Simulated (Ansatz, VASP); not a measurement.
**SnTe: VASP beside Ansatz**

Contents of INCAR:

```
SYSTEM = SnTe
ALGO = Normal ; EDIFF = 1E-6
ENCUT = 520 ; GGA = PE
ISIF = 2 ; ISMEAR = 0
LASPH = .True. ; LCHARG = .True.
LELF = .True. ; LREAL = .False.
LVHAR = .True. ; LWAVE = .False.
NBANDS = 17 ; NELM = 80
PREC = Accurate ; SIGMA = 0.03
```

The input KPOINTS:

```
k-points
0
Gamma
  10 10 10
  0 0 0
```

POSCAR

```
SnTe
1.0
    0.0000000000      3.1091525000      3.1565000000
    3.1565000000      0.0000000000      3.1565000000
    3.1565000000      3.1091525000      0.0000000000
Sn Te
1 1
Direct
    0.0000000000      0.0000000000      0.0000000000
    0.5000000000      0.5000000000      0.5000000000
```

Input for Ansatz:

```yaml
crystal:
  lattice:
    - [0.0, 3.1091525, 3.1565]
    - [3.1565, 0.0, 3.1565]
    - [3.1565, 3.1091525, 0.0]
  atoms:
    - { symbol: Sn, position: [0.0, 0.0, 0.0] }
    - { symbol: Te, position: [0.5, 0.5, 0.5] }
basis:
  ecutwfc: 420
kpoints:
  mp_grid: { grid: [10, 10, 10] }
hamiltonian:
  xc: pbe
scf:
  occupations: { method: gaussian, width: 0.03 }
output:
  forces: true
  stress: true
  eigenvalues: true
  write_density: true
  write_potential: true
  elf: true
  volumetric_format: npy
```

Change from the starting cell: strain -0.0150 x Voigt [0, 1, 0, 0, 0, 0], atoms carried along.

Alike in both runs: task single point; functional PBE; k mesh 10 × 10 × 10; occupations gaussian, width 0.03 eV; no spin polarisation.

|  | VASP | Ansatz |
| --- | --- | --- |
| version | VASP 6.6.1 | Ansatz 0.2.0 |
| potentials or method | VASP PAW PBE potentials, release 64 (Sn_d, Te) | scalar-relativistic, plane waves, PAW |
| plane-wave cutoff (eV) | 520 | 420 |
| valence electrons in the cell | 20 | 30 |

```csv
,VASP,Ansatz,Ansatz less VASP
gap on the k mesh at the Fermi level (eV),0.14,0.14,-0.001
least direct gap on the mesh (eV),0.14,0.14,-0.001
pressure (GPa),2.8,2.8,+0.06
largest component of the traceless stress (GPa),1.47,1.46,-0.002
```

The two sets of potentials don't hold the same shells in valence.

Caveats: spin-orbit coupling is left out, which moves the levels of the heavy elements.
